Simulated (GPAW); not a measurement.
Crystal: Se.

```
Se
1.0
     4.36620    0.00000    0.00000
    -2.18310    3.78124    0.00000
     0.00000    0.00000    4.95360
Se
3
Direct
  0.77460 0.77460 0.00000
  0.00000 0.22540 0.66667
  0.22540 0.00000 0.33333
```

Base run:

| Property | Result |
| --- | --- |
| Program | GPAW 26.7.0 |
| Functional | LDA |
| Potentials or basis | the program's PAW data sets (release 1.2.1) made for this functional |
| Cutoff | 600 eV |
| Basis | pw |
| k mesh | 7 × 7 × 6 |
| Occupations | fermi-dirac, width 0.05 eV |
| Spin | no spin polarisation |

Its results: band gap on the k mesh 1.09 eV, indirect (least direct gap 1.39 eV); pressure -1.2 GPa; largest force 0.240 eV/Å.

Problem. The run is repeated on the same cell with these changes: functional from LDA to RPBE. What comes out?

Solution. Band gap on the k mesh 1.26 eV, indirect (least direct gap 1.51 eV); pressure 4.5 GPa; largest force 0.408 eV/Å.

RPBE binds less tightly than LDA, so the same cell stands under more pressure.

Caveats: the mesh misses the band edges, which the band path finds closer together.

Not every run made on this cell is shown here.
